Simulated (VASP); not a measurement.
# MgO (Periclase) (Fm-3m) in VASP: further runs

Aim: see how the results for MgO (Periclase) move with the level of theory and the settings. Levels: PBE, PBE+D3(BJ). Tasks: relaxation of cell and atoms.

Program: VASP 6.6.1. These are calculated values, not measurements. Logs are shortened: lines on timing, memory, paths and dates and some standing lists are left out, and cuts for length are marked.

### Step 1. Starting point

Symmetry: Fm-3m, No. 225, cubic system. The conventional cell has a = 4.245 Å, b = 4.245 Å, c = 4.245 Å, α = 90.00°, β = 90.00°, γ = 90.00°. Mg (site symmetry m-3m) has 6 O at 2.12 Å as nearest neighbours. O (site symmetry m-3m) is surrounded by 6 Mg at 2.12 Å.

### Step 2. Relaxation of cell and atoms, PBE

Contents of INCAR:

```
SYSTEM = MgO
  PREC = Accurate
  ENCUT = 600
  EDIFF = 1E-7
  ISMEAR = 0
  SIGMA = 0.03
  LREAL = .False.
  LASPH = .True.
  NELM = 80
  ALGO = Normal
  ISIF = 3
  LWAVE = .False.
  LCHARG = .False.
  GGA = PE
  IBRION = 2
  NSW = 90
  EDIFFG = -0.005
```

Contents of KPOINTS:

```
Automatic mesh
0
Gamma
  12 12 12
  0 0 0
```

Contents of POSCAR:

```
MgO                                     
1.0
   -0.0000000000      2.1224813280      2.1224813280
    2.1224813280      0.0000000000      2.1224813280
    2.1224813280      2.1224813280     -0.0000000000
  Mg              O             
     1     1
Direct
     0.0000000000000000    0.0000000000000000    0.0000000000000000
     0.5000000000000000    0.5000000000000000    0.5000000000000000
```

Potentials or basis: VASP PAW PBE potentials, release 64 (Mg, O).

Command:

```
$ cat potpaw_PBE.64/Mg/POTCAR potpaw_PBE.64/O/POTCAR > POTCAR
$ mpirun -np 1 vasp_std > vasp.out
```

OUTCAR:

```text
SYSTEM = MgO
   PREC = Accurate
   ENCUT = 600
   EDIFF = 1E-7
   ISMEAR = 0
   LREAL = .False.
   LASPH = .True.
   NELM = 80
   ISIF = 3
   GGA = PE
   IBRION = 2
   NSW = 90
   EDIFFG = -0.005

 ion  position               nearest neighbor table
   1  0.000  0.000  0.000-   2 2.12   2 2.12   2 2.12   2 2.12   2 2.12   2 2.12
   2  0.500  0.500  0.500-   1 2.12   1 2.12   1 2.12   1 2.12   1 2.12   1 2.12

  LATTYP: Found a face centered cubic cell.
 ALAT       =     4.2449626560

  Lattice vectors:

 A1 = (   0.0000000000,   2.1224813280,   2.1224813280)
 A2 = (   2.1224813280,   0.0000000000,   2.1224813280)
 A3 = (   2.1224813280,   2.1224813280,   0.0000000000)

Analysis of symmetry for initial positions (statically):
=====================================================================
 Subroutine PRICEL returns:
 Original cell was already a primitive cell.

 Routine SETGRP: Setting up the symmetry group for a
 face centered cubic supercell.

 Subroutine GETGRP returns: Found 48 space group operations
 (whereof 48 operations were pure point group operations)
 out of a pool of 48 trial point group operations.

The static configuration has the point symmetry O_h .

Analysis of symmetry for dynamics (positions and initial velocities):
=====================================================================
 Subroutine PRICEL returns:
 Original cell was already a primitive cell.

 Routine SETGRP: Setting up the symmetry group for a
 face centered cubic supercell.

 Subroutine GETGRP returns: Found 48 space group operations
 (whereof 48 operations were pure point group operations)
 out of a pool of 48 trial point group operations.

The dynamic configuration has the point symmetry O_h .

 Subroutine INISYM returns: Found 48 space group operations
 (whereof 48 operations are pure point group operations),
 and found     1 'primitive' translations

----------------------------------------------------------------------------------------

                                     Primitive cell

  volume of cell :      19.1232

  direct lattice vectors                    reciprocal lattice vectors
     0.000000000  2.122481328  2.122481328    -0.235573333  0.235573333  0.235573333
     2.122481328  0.000000000  2.122481328     0.235573333 -0.235573333  0.235573333
[... 90 lines left out ...]
   NFREE  =      1    steps in history (QN), initial steepest desc. (CG)
   ISIF   =      3    stress and relaxation
   ISYM   =      2    0-nonsym 1-usesym 2-fastsym
   POTIM  = 0.5000    time-step for ionic-motion
   TEBEG  =    0.0;   TEEND  =   0.0 temperature during run
   PSTRESS=    0.0 pullay stress
   NELECT =       8.0000    total number of electrons
   NUPDOWN=      -1.0000    fix difference up-down
   EMIN   =  10.00;   EMAX   =-10.00  energy-range for DOS
   EFERMI =   0.00;   METHOD = LEGACY
   ISMEAR =     0;   SIGMA  =   0.03  broadening in eV -4-tet -1-fermi 0-gaus
   EFERMI_NEDOS =   21; number of points for ismear=-14 and -15
   IALGO  =     38    algorithm
   IMIX   =      4    mixing-type and parameters
     AMIX     =   0.40;   BMIX     =  1.00
     AMIX_MAG =   1.60;   BMIX_MAG =  1.00
  volume/ion in A,a.u.               =       9.56        64.53
  Fermi-wavevector in a.u.,A,eV,Ry     =   1.224384  2.313750 20.396711  1.499116
  Thomas-Fermi vector in A             =   2.359460
   LORBIT       =      0    0 simple, 1 ext, 2 COOP (PROOUT), +10 PAW based schemes
   GGA     = PE    functional components
   LHFCALC =     F    Hartree Fock is set to
   AEXX    =    0.0000 exact exchange contribution
   IVDW    =     0    specifies the selected vdW correction
   LEPSILON=     F    determine dielectric tensor
   LRPA    =     F    only Hartree local field effects (RPA)
 conjugate gradient relaxation of ions
 non-spin polarized calculation
 Gauss-broadening in eV      SIGMA  =   0.03
  energy-cutoff  :      600.00
  volume of cell :       19.12
 maximum number of plane-waves:       650
   NGX = 11   NGY = 11   NGZ = 11

 number of electron       8.0000004 magnetization

 Free energy of the ion-electron system (eV)
  ---------------------------------------------------
  ext. energy  EPLUGINS =         0.00000000
  ---------------------------------------------------
  free energy    TOTEN  =       -11.91497865 eV

  energy without entropy =      -11.91497865  energy(sigma->0) =      -11.91497865

 E-fermi :   3.2409     XC(G=0): -10.9682

 val. band max:        3.0120201121   @ k =   0.0000   0.0000   0.0000
 cond. band min:       7.5157886826   @ k =   0.0000   0.0000   0.0000
 fundamental gap:      4.5037685705
 Fermi energy:         3.2408554497

 k-point     1 :       0.0000    0.0000    0.0000
  band No.  band energies     occupation
      1     -14.1326      2.00000
      2       3.0120      2.00000
      3       3.0120      2.00000
      4       3.0120      2.00000
      5       7.5158      0.00000
      6      18.6817      0.00000
      7      18.6817      0.00000
      8      18.6817      0.00000
[... 243 lines left out ...]
 k-point    24 :      -0.4167    0.1667    0.0000
  band No.  band energies     occupation
      1     -12.8243      2.00000
      2      -1.1074      2.00000
      3       1.4782      2.00000
      4       2.2579      2.00000
      5      11.9025      0.00000
      6      15.1288      0.00000
      7      16.9606      0.00000
      8      19.6909      0.00000

 [... further k-points ...]

------------------------ aborting loop because EDIFF is reached ----------------------------------------

  FORCE on cell =-STRESS in cart. coord.  units (eV):
  Direction    XX          YY          ZZ          XY          YZ          ZX
  --------------------------------------------------------------------------------------
  -------------------------------------------------------------------------------------
  Total       -0.0039471     -0.0039471     -0.0039471      0.0000000      0.0000000      0.0000000
  in kB       -0.3306921     -0.3306921     -0.3306921      0.0000000      0.0000000      0.0000000
  external PRESSURE =      -0.3306921 kB  Pullay stress =       0.0000000 kB

 VOLUME and BASIS-vectors are now :
 -----------------------------------------------------------------------------
  energy-cutoff  :      600.00
  volume of cell :       19.12
      direct lattice vectors                 reciprocal lattice vectors
     0.000000000  2.122481328  2.122481328    -0.235573333  0.235573333  0.235573333
     2.122481328  0.000000000  2.122481328     0.235573333 -0.235573333  0.235573333
     2.122481328  2.122481328  0.000000000     0.235573333  0.235573333 -0.235573333

 POSITION                                       TOTAL-FORCE (eV/Angst)
 -----------------------------------------------------------------------------------
      0.00000      0.00000      0.00000         0.000000      0.000000      0.000000
      2.12248      2.12248      2.12248        -0.000000     -0.000000     -0.000000
 -----------------------------------------------------------------------------------
    total drift:                               -0.000000     -0.000000      0.000000

  FREE ENERGIE OF THE ION-ELECTRON SYSTEM (eV)
  ---------------------------------------------------
  free  energy   TOTEN  =       -11.9149786477 eV

  energy  without entropy=      -11.9149786477  energy(sigma->0) =      -11.91497865

 reached required accuracy - stopping structural energy minimisation
```

Wall time 6.7 s (1 thread of Intel Xeon 6975P-C (Granite Rapids), shared host); peak memory 0.13 GiB.

What came out:

```
Free energy             : -11.9150 eV
Pressure after relaxing : 0.0 GPa
Band gap on the k mesh  : 4.50 eV, direct
```

Final structure:
```
Mg O
1.0
     0.00000    2.12248    2.12248
     2.12248    0.00000    2.12248
     2.12248    2.12248    0.00000
Mg O
1 1
Direct
  0.00000 0.00000 0.00000
  0.50000 0.50000 0.50000
```

Caveat: the relaxation stopped at its first step, so nothing moved.

### Step 3. Relaxation of cell and atoms, PBE+D3(BJ)

This run uses another cell than the first one, of 9.37 Å³/atom, 0.980 times its volume.

Contents of INCAR:

```
PREC = Accurate
ENCUT = 600
EDIFF = 1E-6
ISMEAR = 0
SIGMA = 0.03
LREAL = False
LASPH = True
NELM = 80
ALGO = Normal
ISIF = 3
LWAVE = False
LCHARG = False
GGA = PE
IVDW = 12
IBRION = 2
NSW = 90
EDIFFG = -0.01
```

Contents of KPOINTS:

```
Automatic mesh
0
Gamma
  12 12 12
```

Contents of POSCAR:

```
MgO
1.0
    0.0000000000      2.1085000000      2.1085000000
    2.1085000000      0.0000000000      2.1085000000
    2.1085000000      2.1085000000      0.0000000000
Mg O
1 1
Direct
    0.0000000000      0.0000000000      0.0000000000
    0.5000000000      0.5000000000      0.5000000000
```

Potentials or basis: VASP PAW PBE potentials, release 64 (Mg, O).

Command:

```
$ cat potpaw_PBE.64/Mg/POTCAR potpaw_PBE.64/O/POTCAR > POTCAR
$ mpirun -np 1 vasp_std > vasp.out
```

OUTCAR:

```text
PREC = Accurate
   ENCUT = 600
   EDIFF = 1E-6
   ISMEAR = 0
   LREAL = False
   LASPH = True
   NELM = 80
   ISIF = 3
   GGA = PE
   IVDW = 12
   IBRION = 2
   NSW = 90
   EDIFFG = -0.01
 IVDW          = 12

 ion  position               nearest neighbor table
   1  0.000  0.000  0.000-   2 2.11   2 2.11   2 2.11   2 2.11   2 2.11   2 2.11
   2  0.500  0.500  0.500-   1 2.11   1 2.11   1 2.11   1 2.11   1 2.11   1 2.11

  LATTYP: Found a face centered cubic cell.
 ALAT       =     4.2170000000

  Lattice vectors:

 A1 = (   0.0000000000,   2.1085000000,   2.1085000000)
 A2 = (   2.1085000000,   0.0000000000,   2.1085000000)
 A3 = (   2.1085000000,   2.1085000000,   0.0000000000)

Analysis of symmetry for initial positions (statically):
=====================================================================
 Subroutine PRICEL returns:
 Original cell was already a primitive cell.

 Routine SETGRP: Setting up the symmetry group for a
 face centered cubic supercell.

 Subroutine GETGRP returns: Found 48 space group operations
 (whereof 48 operations were pure point group operations)
 out of a pool of 48 trial point group operations.

The static configuration has the point symmetry O_h .

[... 151 lines left out ...]
--------------------------------------- Ionic step        1  -------------------------------------------

 number of electron       8.0000005 magnetization

 Free energy of the ion-electron system (eV)
  ---------------------------------------------------
  ext. energy  EPLUGINS =         0.00000000
  ---------------------------------------------------
  free energy    TOTEN  =       -11.91049839 eV

  energy without entropy =      -11.91049839  energy(sigma->0) =      -11.91049839

------------------------ aborting loop because EDIFF is reached ----------------------------------------

 Edisp (eV)   -0.58410

 E8    (eV) :    -0.2287
[... 71 lines left out ...]
--------------------------------------- Ionic step        3  -------------------------------------------

 number of electron       8.0000004 magnetization

 Free energy of the ion-electron system (eV)
  ---------------------------------------------------
  ext. energy  EPLUGINS =         0.00000000
  ---------------------------------------------------
  free energy    TOTEN  =       -11.90430044 eV

  energy without entropy =      -11.90430044  energy(sigma->0) =      -11.90430044

 E-fermi :   3.3719     XC(G=0): -11.1220

 val. band max:        3.2543392360   @ k =   0.0000   0.0000   0.0000
 cond. band min:       8.0725887107   @ k =   0.0000   0.0000   0.0000
 fundamental gap:      4.8182494748
 Fermi energy:         3.3718694092

 k-point     1 :       0.0000    0.0000    0.0000
  band No.  band energies     occupation
      1     -14.0556      2.00000
      2       3.2543      2.00000
      3       3.2543      2.00000
      4       3.2543      2.00000
      5       8.0726      0.00000
      6      19.1092      0.00000
      7      19.1092      0.00000
      8      19.1092      0.00000
[... 243 lines left out ...]
 k-point    24 :      -0.4167    0.1667    0.0000
  band No.  band energies     occupation
      1     -12.6616      2.00000
      2      -0.9957      2.00000
      3       1.6595      2.00000
      4       2.4618      2.00000
      5      12.3713      0.00000
      6      15.7069      0.00000
      7      17.5472      0.00000
      8      20.3062      0.00000

 [... further k-points ...]

------------------------ aborting loop because EDIFF is reached ----------------------------------------

 Edisp (eV)   -0.59181

 E8    (eV) :    -0.2318
[... 25 lines left out ...]
  FREE ENERGIE OF THE ION-ELECTRON SYSTEM (eV)
  ---------------------------------------------------
  free  energy   TOTEN  =       -12.4961139544 eV

  energy  without entropy=      -12.4961139544  energy(sigma->0) =      -12.49611395

 reached required accuracy - stopping structural energy minimisation
```

CONTCAR:

```text
MgO
   1.00000000000000
    -0.0000000000000000    2.0995643090775169    2.0995643090775169
     2.0995643090775169    0.0000000000000000    2.0995643090775169
     2.0995643090775169    2.0995643090775169   -0.0000000000000000
  Mg              O
     1     1
Direct
     0.0000000000000000    0.0000000000000000    0.0000000000000000
     0.5000000000000000    0.5000000000000000    0.5000000000000000

  0.00000000E+00  0.00000000E+00  0.00000000E+00
  0.00000000E+00  0.00000000E+00  0.00000000E+00
```

Run time: 10 s. Hardware: 1 thread of Intel Xeon 6975P-C (Granite Rapids), shared host; peak memory 0.15 GiB.

What came out:

| Quantity | Value |
| --- | --- |
| Free energy | -12.4961 eV |
| Relaxed volume | 9.26 Å³/atom |
| Relaxed cell | a = 2.969 Å, b = 2.969 Å, c = 2.969 Å, α = 60.00°, β = 60.00°, γ = 60.00° |
| Space group after relaxing (to 0.05 Å) | Fm-3m (No. 225) |
| Energy gained by relaxing | 0.8 meV/atom |
| Ionic steps | 3 |
| Pressure after relaxing | 0.0 GPa |
| Band gap on the k mesh | 4.82 eV, direct |
| Dispersion energy per atom | -0.296 eV |

Step by step:
| step | energy change (eV) | largest force (eV/Å) | pressure (GPa) | volume (Å³) |
| --- | --- | --- | --- | --- |
| 1 | 0.0000 | 0.0000 | -2.05 | 18.75 |
| 2 | -0.0013 | 0.0000 | 0.76 | 18.42 |
| 3 | -0.0015 | 0.0000 | 0.00 | 18.51 |

Final structure:
```yaml
crystal:
  lattice:
    - [0.00000, 2.09956, 2.09956]
    - [2.09956, 0.00000, 2.09956]
    - [2.09956, 2.09956, 0.00000]
  atoms:
    - { symbol: Mg, position: [0.00000, 0.00000, 0.00000] }
    - { symbol: O, position: [0.50000, 0.50000, 0.50000] }
```

Levels at points of the mesh, in eV from the valence-band top:
| k point | band 1 | band 2 | band 3 | band 4 | band 5 | band 6 | band 7 | band 8 |
| --- | --- | --- | --- | --- | --- | --- | --- | --- |
| (0.00, 0.00, 0.00) | -17.31 | 0.00 | 0.00 | 0.00 | 4.82 | 15.85 | 15.85 | 15.85 |
| (0.50, 0.00, 0.00) | -16.00 | -4.66 | -0.66 | -0.66 | 7.96 | 12.71 | 16.41 | 16.41 |
| (0.50, 0.50, 0.00) | -15.74 | -4.12 | -1.36 | -1.36 | 9.13 | 10.07 | 13.20 | 19.11 |

A k mesh can miss the band edges.

### Step 4. Relaxation of cell and atoms, PBE+D3(BJ)

This run uses another cell than the first one, of 9.26 Å³/atom, 0.968 times its volume.

INCAR: that of step 3 with these lines changed.

```diff
@@ -2,3 +2,3 @@
 ENCUT = 600
-EDIFF = 1E-6
+EDIFF = 1E-7
 ISMEAR = 0
@@ -16,2 +16,2 @@
 NSW = 90
-EDIFFG = -0.01
+EDIFFG = -0.005
```

KPOINTS is that of step 3.

Contents of POSCAR:

```
MgO                                     
1.0
   -0.0000000000      2.0995643091      2.0995643091
    2.0995643091      0.0000000000      2.0995643091
    2.0995643091      2.0995643091     -0.0000000000
  Mg              O             
     1     1
Direct
     0.0000000000000000    0.0000000000000000    0.0000000000000000
     0.5000000000000000    0.5000000000000000    0.5000000000000000
```

Potentials or basis: VASP PAW PBE potentials, release 64 (Mg, O).

Command:

```
$ cat potpaw_PBE.64/Mg/POTCAR potpaw_PBE.64/O/POTCAR > POTCAR
$ mpirun -np 1 vasp_std > vasp.out
```

OUTCAR:

```text
PREC = Accurate
   ENCUT = 600
   EDIFF = 1E-7
   ISMEAR = 0
   LREAL = False
   LASPH = True
   NELM = 80
   ISIF = 3
   GGA = PE
   IVDW = 12
   IBRION = 2
   NSW = 90
   EDIFFG = -0.005
 IVDW          = 12

 ion  position               nearest neighbor table
   1  0.000  0.000  0.000-   2 2.10   2 2.10   2 2.10   2 2.10   2 2.10   2 2.10
   2  0.500  0.500  0.500-   1 2.10   1 2.10   1 2.10   1 2.10   1 2.10   1 2.10

  LATTYP: Found a face centered cubic cell.
[... 458 lines left out ...]

 Edisp (eV)   -0.59181

 E8    (eV) :    -0.2318

  FORCE on cell =-STRESS in cart. coord.  units (eV):
  Direction    XX          YY          ZZ          XY          YZ          ZX
  --------------------------------------------------------------------------------------
  -------------------------------------------------------------------------------------
  Total       0.00100     0.00100     0.00100     0.00000    -0.00000     0.00000
  in kB       0.08626     0.08626     0.08626     0.00000    -0.00000     0.00000
  external pressure =        0.09 kB  Pullay stress =        0.00 kB

 VOLUME and BASIS-vectors are now :
 -----------------------------------------------------------------------------
  energy-cutoff  :      600.00
  volume of cell :       18.51
      direct lattice vectors                 reciprocal lattice vectors
     0.000000000  2.099564309  2.099564309    -0.238144646  0.238144646  0.238144646
     2.099564309  0.000000000  2.099564309     0.238144646 -0.238144646  0.238144646
     2.099564309  2.099564309  0.000000000     0.238144646  0.238144646 -0.238144646

 POSITION                                       TOTAL-FORCE (eV/Angst)
 -----------------------------------------------------------------------------------
      0.00000      0.00000      0.00000         0.000000     -0.000000      0.000000
      2.09956      2.09956      2.09956        -0.000000      0.000000     -0.000000
 -----------------------------------------------------------------------------------
    total drift:                               -0.000000     -0.000000      0.000000

  FREE ENERGIE OF THE ION-ELECTRON SYSTEM (eV)
  ---------------------------------------------------
  free  energy   TOTEN  =       -12.4954975340 eV

  energy  without entropy=      -12.4954975340  energy(sigma->0) =      -12.49549753

 reached required accuracy - stopping structural energy minimisation
```

Run time: 6.4 s. Hardware: 1 thread of Intel Xeon 6975P-C (Granite Rapids), shared host; peak memory 0.14 GiB.

Results:

* Free energy: -12.4955 eV
* Pressure after relaxing: 0.0 GPa
* Band gap on the k mesh: 4.82 eV, direct
* Dispersion energy per atom: -0.296 eV

Final structure:
```
Mg O
1.0
     0.00000    2.09956    2.09956
     2.09956    0.00000    2.09956
     2.09956    2.09956    0.00000
Mg O
1 1
Direct
  0.00000 0.00000 0.00000
  0.50000 0.50000 0.50000
```

Levels at points of the mesh, in eV from the valence-band top:
```tsv
k point	band 1	band 2	band 3	band 4	band 5	band 6	band 7	band 8
(0.00, 0.00, 0.00)	-17.31	0.00	0.00	0.00	4.82	15.85	15.85	15.85
(0.50, 0.00, 0.00)	-16.00	-4.66	-0.66	-0.66	7.96	12.71	16.41	16.41
(0.50, 0.50, 0.00)	-15.74	-4.12	-1.36	-1.36	9.13	10.07	13.20	19.11
```

Caveat: the relaxation stopped at its first step, so nothing moved. A k mesh can miss the band edges.
